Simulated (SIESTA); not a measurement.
## W2C under changes of volume

One of the cells (12.984 Å³/atom); the others are scaled copies at fixed shape and fractional positions:

```xyz
3
Lattice="3.0904 0.0000 0.0000 -1.5452 2.6763 0.0000 0.0000 0.0000 4.7094" Properties=species:S:1:pos:R:3 pbc="T T T"
W     1.5452    0.8921    1.1946
W     0.0000    1.7842    3.5148
C     0.0000    0.0000    0.0000
```

The cell comes from a database or a generator and needn't be the stable form of this composition.

```yaml
Program: SIESTA 5.4.2
Functional: PBE
Potentials_or_basis: PseudoDojo 0.4 standard (PBE files)
Basis: DZP (energy shift 0.002 Ry)
Grid_cutoff: 800 Ry
Energy_shift: 0.002 Ry
k_mesh: 10 × 10 × 6
Occupations: fermi-dirac, width 0.05 eV
Spin: no spin polarisation
```

```csv
volume (Å³/atom),energy over the lowest point (meV/atom),pressure (GPa),largest force (eV/Å)
11.965,62.43,26.5,1.089
12.220,27.73,17.4,0.872
12.475,?,?,?
12.984,0.00,-4.5,0.297
13.238,11.99,-10.4,0.139
13.493,32.74,-15.6,0.016
```

**Question.** What does the run at 12.475 Å³/atom give?

**Answer.** Energy over the lowest point 6.68 meV/atom; pressure 9.3 GPa; largest force 0.675 eV/Å.

Worked out: A Birch-Murnaghan fit of order 3 (a polynomial in V^(-2/3)) to the other rows has its minimum at 12.80 Å³/atom with B0 = V·E''(V) = 335 GPa and B' = 4.5 at fixed shape and positions, which overstates the stiffness. It gives 6.67 meV/atom at 12.475 Å³/atom, against the run's 6.68, and -dE/dV = 9.2 GPa, against 9.3.

Energies are extrapolated to zero smearing.

Caveats: semicore shells carry a single zeta, which can move pressures by several GPa and volumes by a few percent; the basis of atomic orbitals isn't converged, which shifts pressures, moduli and gaps; forces of over 1 eV/Å show positions far from the minimum, so gaps and moduli don't describe the material at rest (some runs).
